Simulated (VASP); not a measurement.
Input of a VASP 6.6.1 run:

File INCAR:

```
SYSTEM = KBr
ALGO = Normal
EDIFF = 1E-7
EDIFFG = -0.01
ENCUT = 300
GGA = PE
IBRION = 2
ISIF = 2
ISMEAR = 0
LASPH = .True.
LCHARG = .False.
LREAL = .False.
LWAVE = .False.
NELM = 80
NSW = 40
PREC = Accurate
SIGMA = 0.03
```

Contents of KPOINTS:

```
k-points
0
Gamma
  4 4 4
  0 0 0
```

File POSCAR:

```
KBr                                     
1.0
    0.0000000000      3.3901804769      3.3901804769
    3.3901804769     -0.0000000000      3.3901804769
    3.3901804769      3.3901804769      0.0000000000
  K               Br            
     1     1
Direct
     0.0000000000000000    0.0000000000000000    1.0000000000000000
     0.5000000000000000    0.5000000000000000    0.5000000000000000
```

Potentials or basis: VASP PAW PBE potentials, release 64 (K_pv, Br).

Run with:

```bash
$ cat potpaw_PBE.64/K_pv/POTCAR potpaw_PBE.64/Br/POTCAR > POTCAR
$ mpirun -np 1 vasp_std > vasp.out
```

Question: Predict the band gap on the k mesh.

Answer: 4.22 eV, direct.

Final structure:
```
CELL_PARAMETERS angstrom
0.00000 3.39018 3.39018
3.39018 0.00000 3.39018
3.39018 3.39018 0.00000
ATOMIC_POSITIONS crystal
K 0.00000 0.00000 0.00000
Br 0.50000 0.50000 0.50000
```

Caveat: the relaxation stopped at its first step, so nothing moved.
